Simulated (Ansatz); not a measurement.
Starting cell, GeTe (alpha-GeTe type, space group R3m):

```
GeTe
1.0
    4.22663     2.44024     7.27983
   -2.11331     1.22012     3.63992
    0.00000    -2.44024     3.63992
Ge Te
2 2
Direct
  0.11712   0.23423   0.23423
  0.61712   0.23423   0.23423
  0.38288   0.76577   0.76577
  0.88288   0.76577   0.76577
```

A phonon eigenvector at L = (0.5, 0.0, 0.0) is frozen into this cell: atom i moves by Q times the vector below, so Q is the largest atomic displacement, in Å. The cell is held. (q is in reciprocal vectors of the primitive cell; the cell shown is doubled to hold the pattern.)

```json
[
 {"atom": "Ge1", "x": "0.796", "y": "0.459", "z": "0.395"},
 {"atom": "Ge2", "x": "-0.796", "y": "-0.459", "z": "-0.395"},
 {"atom": "Te3", "x": "0.070", "y": "0.040", "z": "0.320"},
 {"atom": "Te4", "x": "-0.070", "y": "-0.040", "z": "-0.320"}
]
```

Level of theory: PBE (plane waves to 420 eV, PAW, scalar-relativistic; Ansatz, a quantum-chemistry and plane-wave program). k mesh 5×10×10 (Γ-centred), Fermi-Dirac smearing 0.05 eV. The energy includes the smearing's −TS. GeTe was relaxed with its symmetry unable to fall. Spin-orbit coupling is left out, though Te is heavy. ΔE is measured from the undisplaced structure.

| Q (Å) | ΔE (meV/cell) |
|---|---|
| -0.2800 | 696 |
| -0.2333 | withheld |
| -0.1867 | 314 |
| -0.1400 | 177 |
| -0.0933 | 79 |
| -0.0467 | 20 |
| 0.0000 | 0 |
| 0.0467 | 20 |
| 0.0933 | 79 |
| 0.1400 | 177 |
| 0.1867 | 314 |
| 0.2333 | withheld |
| 0.2800 | 696 |

Question: Fit an even polynomial form (powers 2, 4) to the given rows and predict ΔE at Q = -0.2333.

Answer: Least squares on the 11 given rows: ΔE = (9102)·Q² + (-2855)·Q⁴, in meV/cell with Q in Å; root-mean-square residual 0.2 meV/cell. At -0.2333 the fit gives 487 meV/cell; the calculation gives 487 meV/cell, the same to the digits shown. The quadratic term alone would give 495 meV/cell.

(For displaced atoms, the force is minus the slope of the energy, and its curvature is a force constant, which sets phonon frequencies.)
